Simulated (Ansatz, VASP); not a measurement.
One calculation of Au, two programs

```
CELL_PARAMETERS angstrom
2.84080 0.00000 0.00000
-1.42040 2.46020 0.00000
0.00000 0.00000 4.78038
ATOMIC_POSITIONS crystal
Au 0.33333 0.66667 0.75000
Au 0.66667 0.33333 0.25000
```

Change from the starting cell: volume scaled by 0.94, PAW files.

Alike in both runs: task electric field gradients; functional PBEsol; k mesh 14 × 14 × 8; occupations fermi-dirac, width 0.03 eV; no spin polarisation.

|  | VASP | Ansatz |
| --- | --- | --- |
| version | VASP 6.6.1 | Ansatz 0.2.0 |
| potentials or method | VASP PAW PBE potentials, release 64 (Au) | PAW with Ansatz's default frozen-core files, scalar-relativistic |
| plane-wave cutoff (eV) | 520 | 420 |
| valence electrons in the cell | 22 | 38 |

VASP gave:

- pressure (GPa): 3.2
- largest component of the traceless stress (GPa): 0.78
- Vzz of the field gradient on the site that differs most (V/Å²): 31.0

Which values does Ansatz return?

Pressure (GPa): 3.5; largest component of the traceless stress (GPa): 0.77; Vzz of the field gradient on the site that differs most (V/Å²): 17.4.

The two sets of potentials don't hold the same shells in valence. Ansatz warned: «gradients_without_spin_orbit».

Caveats: the PAW data sets were made with another functional, which shifts forces and pressure a little (VASP). The runs have no spin-orbit coupling, so splittings on Au are missing.
